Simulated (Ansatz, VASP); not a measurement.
# GaP2 in VASP and in Ansatz

```xyz
3
Lattice="3.4012 0.0000 0.0000 0.0000 3.4012 0.0000 0.0000 0.0000 4.9718" Properties=species:S:1:pos:R:3 pbc="T T T"
Ga    0.0000    0.0000    0.0000
P     1.7006    1.7006    3.5064
P     1.7006    1.7006    1.4654
```

Change from the starting cell: species swapped into the FeSi2 type (P4/mmm, No. 123).

Alike in both runs: functional PBE; k mesh 6 × 6 × 4; occupations gaussian, width 0.1 eV; no spin polarisation.

Ansatz relaxed the structure, and its values are those at the end. VASP's run is a single point on that final structure, the one shown.

|  | VASP | Ansatz |
| --- | --- | --- |
| version | VASP 6.6.1 | Ansatz 0.2.0 |
| potentials or method | VASP PAW PBE potentials, release 64 (Ga_d, P) | scalar-relativistic, plane waves, PAW |
| plane-wave cutoff (eV) | 520 | 420 |
| valence electrons in the cell | 23 | 23 |

```csv
,VASP,Ansatz,Ansatz less VASP
gap on the k mesh at the Fermi level (eV),none,none,-
pressure (GPa),-0.1,0.1,+0.12
rms of the force components (eV/Å),0.026,0.001,-0.0259
```

A gap of «none» marks a metal or a gap that the smearing closes.
